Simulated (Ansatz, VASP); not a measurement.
# Zn36HO36 (bond-centred H+ along c in ZnO) in two plane-wave programs, part 2 of 2

One calculation is typed for both programs; each brings its own data sets. How far apart do they land? The cell is taken from a series of runs on this material, whose earlier steps may have relaxed, scaled, displaced or heated it; both programs get it as it stands.

VASP 6.6.1 and Ansatz 0.2.0.

So far: Set-up; Ansatz: single point, HSE06.

### Step 3. VASP: single point, HSE06

Level of this step: HSE06; plane waves and PAW (Zn, O, H) (VASP).

The same cell, functional, mesh and smearing now go to VASP, with its own data sets.

Lines of VASP's logs that name or quote its potential files are left out, and so is its time.

The run reads the wave functions of an earlier VASP run, which isn't shown here.

The input, INCAR:

```
SYSTEM = Zn36HO36
PREC = Accurate
ENCUT = 520
EDIFF = 1E-06
NELM = 100
ISMEAR = -1
SIGMA = 0.01
LREAL = Auto
ALGO = Normal
LHFCALC = .TRUE.
AEXX = 0.25
GGA = PE
HFSCREEN = 0.208
LASPH = .TRUE.
NELECT = 648
NBANDS = 375
PRECFOCK = Fast
LORBIT = 11
LWAVE = .FALSE.
LCHARG = .FALSE.
ISIF = 2
```

The input, POSCAR:

```
Zn36HO36
1.0
    9.8385599212      0.0000000000      0.0000000000
   -4.9192799606      8.5204428284      0.0000000000
    0.0000000000      0.0000000000     10.5865020882
Zn O H
36 36 1
Direct
    0.1114790465      0.2223181180      0.2501246226
    0.2215626002      0.1097404855      0.0010427948
    0.1091315738      0.2181348719      0.7498699698
    0.2219459968      0.1105218093      0.4994502963
    0.1114784845      0.5561421246      0.2501264210
    0.2084286911      0.4377041679      0.9906282340
    0.1091329348      0.5579744017      0.7498686810
    0.2072529352      0.4371132113      0.5108466055
    0.1112529124      0.8891171370      0.2496284661
    0.2215640370      0.7787999464      0.0010399517
    0.1112490429      0.8891139617      0.7500613751
    0.2219447857      0.7784005793      0.4994486351
    0.4442250892      0.2223116116      0.2501185871
    0.5563685712      0.1116740330      0.0016258229
    0.4423838921      0.2181393560      0.7498555381
    0.5561285855      0.1115501137      0.4987798979
    0.4446157176      0.5558060367      0.1695281190
    0.5626681862      0.4376955518      0.9906155002
    0.4445754661      0.5557760575      0.7560174718
    0.5632107017      0.4371314171      0.5108129117
    0.4442245565      0.8888953363      0.2501181327
    0.5626721436      0.7919590159      0.9906102181
    0.4423844540      0.8912188171      0.7498481785
    0.5632051909      0.7930410021      0.5108002048
    0.7779141680      0.2224461159      0.2499670006
    0.8886911244      0.1116766633      0.0016331224
    0.7779128800      0.2224454639      0.7499942131
    0.8887887302      0.1115472294      0.4987863322
    0.7780605346      0.5561443670      0.2501246566
    0.8886896252      0.4439926650      0.0016364410
    0.7822126354      0.5579730533      0.7498501043
    0.8887900332      0.4442163128      0.4987891414
    0.7780622628      0.8888985349      0.2501223085
    0.8906135426      0.7787964135      0.0010323624
    0.7822109027      0.8912165135      0.7498443780
    0.8898348702      0.7784050519      0.4994461781
    0.2226808031      0.1119762287      0.1900882796
    0.1120459229      0.2239096118      0.4398347397
    0.2220383179      0.1107008430      0.6882551953
    0.1091074931      0.2184482790      0.9383316586
    0.2190404885      0.4430118822      0.1837781560
    0.1120462322      0.5551114117      0.4398362435
    0.2223042218      0.4446406778      0.6972525040
    0.1091058863      0.5576371281      0.9383308208
    0.2226803265      0.7776849740      0.1900873996
    0.1112453899      0.8891116283      0.4386581955
    0.2220366754      0.7783148629      0.6882530330
    0.1112470290      0.8891123829      0.9392598520
    0.5554180257      0.1112002892      0.1904846690
    0.4452320368      0.2239124129      0.4398274974
    0.5562299927      0.1116041362      0.6878063095
    0.4427242411      0.2184435258      0.9383171930
    0.5573783009      0.4429957788      0.1837596544
    0.4445379802      0.5557478309      0.4670016000
    0.5557077515      0.4446450839      0.6972276154
    0.4445911563      0.5557873588      0.9531522526
    0.5573849991      0.7813777235      0.1837509884
    0.4452306097      0.8882916616      0.4398259542
    0.5557062585      0.7780358499      0.6972174441
    0.4427247284      0.8912618465      0.9383097749
    0.8891728021      0.1112058339      0.1904911210
    0.7779048408      0.2224396840      0.4390316262
    0.8887547810      0.1116048753      0.6878105856
    0.7779170784      0.2224485584      0.9397458769
    0.8891705867      0.4449465092      0.1904942729
    0.7764331731      0.5551160970      0.4398327571
    0.8887540168      0.4441277514      0.6878127127
    0.7819198586      0.5576354843      0.9383134555
    0.8883925862      0.7776860106      0.1900840977
    0.7764328422      0.8882905443      0.4398293300
    0.8896614065      0.7783187254      0.6882489713
    0.7819223935      0.8912653230      0.9383073039
    0.4444225857      0.5556590861      0.3696265789
```

The input, KPOINTS:

```
Automatic mesh
0
Gamma
1 1 1
0 0 0
```

Potentials, in the order of the species: Zn, O and H (PBE family, release 64).

Launch:

```
$ export OMP_NUM_THREADS=3
$ mpirun -np 1 vasp_gam
```

Numbers of over 12 decimals in the logs are rounded to 6 here.

Output:

```text
[banner, memory and clock lines left out]
running    1 mpi-ranks, on    1 nodes
[...]
Offloading initialized ...    1 GPUs detected
[...]
LDA part: xc-table for (Slater+PW92), standard interpolation
 found WAVECAR, reading the header
 POSCAR, INCAR and KPOINTS ok, starting setup
[...]
reading WAVECAR
 the WAVECAR file was read successfully
 initial charge from wavefunction
 entering main loop
       N       E                     dE             d eps       ncg     rms          rms(c)
DAV:   1    -0.413112874461E+03   -0.41311E+03   -0.25920E+01   940   0.452E+01    0.103E+01
DAV:   2    -0.413043841770E+03    0.69033E-01   -0.12582E+01   940   0.153E+01    0.344E+00
DAV:   3    -0.413086206818E+03   -0.42365E-01   -0.10524E+00  1044   0.456E+00    0.190E+00
DAV:   4    -0.413092036022E+03   -0.58292E-02   -0.16987E-01   820   0.109E+00    0.106E+00
[...]
DAV:  13    -0.413083357958E+03    0.20560E-05   -0.74155E-07   501   0.698E-03    0.106E-02
DAV:  14    -0.413083356770E+03    0.11872E-05   -0.15184E-06   469   0.409E-03    0.661E-03
DAV:  15    -0.413083356069E+03    0.70183E-06   -0.45882E-07   445   0.342E-03
   1 F= -.41308336E+03 E0= -.41308336E+03  d E =-.248436E-14
```

From OUTCAR (step 3):

```text
  FREE ENERGIE OF THE ION-ELECTRON SYSTEM (eV)
  ---------------------------------------------------
  free  energy   TOTEN  =      -413.0833560687 eV

  energy  without entropy=     -413.0833560687  energy(sigma->0) =     -413.08335607
```

The run ends at a pressure of -3.29 GPa, with forces up to 2.8 eV/Å.

### Step 4. Comparison

Known differences besides the potentials themselves: exact exchange at q = 0 is treated differently, which shows on coarse meshes; VASP keeps PBE cores, Ansatz makes them for the functional; the cutoff is 420 eV in Ansatz and 520 eV in VASP (PREC = Accurate, projectors in real space); VASP takes a coarser grid for exact exchange (PRECFOCK = Fast). Total energies have different zeros and are not compared.

Both answers:

```
              quantity  Ansatz   VASP  difference
gap on the k mesh (eV)   2.462  2.430      +0.032
```

Forces on 8 of the 73 atoms, those with the largest forces and the largest differences (eV/Å; atoms numbered as in POSCAR):

```
atom          Ansatz x, y, z            VASP x, y, z
 Zn8    0.018, 0.010, -0.022    0.031, 0.018, -0.020
Zn17    0.000, 0.000, -0.051    0.001, 0.000, -0.037
Zn20   -0.017, 0.010, -0.022   -0.029, 0.017, -0.020
Zn24   0.000, -0.020, -0.022   0.000, -0.036, -0.020
 O54  -0.002, -0.002, -2.834  -0.001, -0.003, -2.747
 O55     0.001, 0.000, 0.010     0.001, 0.000, 0.033
 O57   0.000, -0.010, -0.004     0.000, 0.020, 0.011
 H73     0.002, 0.002, 2.932     0.002, 0.002, 2.810
```

The forces differ by 12 meV/Å r.m.s., which is 4.6 % of the r.m.s. force of 0.266 eV/Å (both taken over all components). A gap on the mesh is an upper bound, since the band edges may lie between its points. The cell carries a charge of +1 e against a uniform background, so its pressure also hangs on how the neutralising background is counted, and in a defect's cell a gap may be the spacing between its levels.

### Step 5. Summary of results

- r.m.s. force difference (single point, HSE06): 4.6 % of the r.m.s. force

What this shows: The r.m.s. force difference is 4.6 % of the r.m.s. force (single point, HSE06), beyond the 3 % picked in this series as the mark of a large difference. What causes the difference of the single point, HSE06 pair stays open here. How closely two codes agree says nothing of how well the functional describes the real material.

[Lines on the potential files, build, host, timing and source positions are cut from VASP's logs without a mark.]

[Logs are printed without paths, hosts, clocks, repeated set-up lines and the standing remarks that a program may print on its own settings, such as how far it seeks lower states.]

[Hosts, paths, dates, database ids (printed as entryN), source tags and the programs' standing remarks are cut or masked in the printed files.]
